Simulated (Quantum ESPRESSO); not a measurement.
Input of a Quantum ESPRESSO 7.5 run:

The input pw.in:

```
&CONTROL
  calculation = 'scf'
  prefix = 'pwscf'
  outdir = './tmp'
  pseudo_dir = './pseudo'
  tprnfor = .true.
  tstress = .true.
  disk_io = 'nowf'
/
&SYSTEM
  ibrav = 0
  nat = 3
  ntyp = 2
  ecutwfc = 45
  ecutrho = 360
  nbnd = 23
  occupations = 'smearing'
  smearing = 'gaussian'
  degauss = 0.00367493
  nspin = 2
  starting_magnetization(1) = 0.1429
  starting_magnetization(2) = 0
/
&ELECTRONS
  conv_thr = 1.2d-07
  electron_maxstep = 100
  mixing_beta = 0.7
  mixing_ndim = 20
/
ATOMIC_SPECIES
Mo    95.9500 mo_lda_v1.uspp.F.UPF
S     32.0600 s_lda_v1.4.uspp.F.UPF
CELL_PARAMETERS angstrom
   3.1479925200   -1.9297820300    0.0000000000
   3.1479925200    1.9297820300    0.0000000000
  -0.0030992400    0.0000000000    4.4393295900
ATOMIC_POSITIONS crystal
Mo     0.0000000000    0.0000000000    0.0000000000
S      0.6879000000    0.6879000000    0.2889000000
S      0.3121000000    0.3121000000    0.7111000000
K_POINTS automatic
6 6 4 0 0 0
HUBBARD {atomic}
U Mo-4d 4.0
```

Potentials or basis: GBRV 1.5 LDA.

Launch:

```console
$ OMP_NUM_THREADS=1 mpirun -n 2 pw.x -nk 2 -in pw.in > pw.out
```

Question: What does it give for the band gap on the k mesh?

Answer: None (metal or under the smearing width).

Question: Predict the pressure.

Answer: -2.4 GPa.

Question: Estimate the largest force.

Answer: 1.400 eV/Å.

Question: Predict the net moment.

Answer: 2.18 μB per cell.

Forces on the atoms (eV/Å):
```
Mo   0.000  0.000  0.000
S   -1.082  0.000 -0.888
S    1.082  0.000  0.888
```

Caveat: the k mesh is coarse; forces of over 1 eV/Å show positions far from the minimum, so gaps and moduli don't describe the material at rest. The state reached can hang on the start; a lower one may exist.
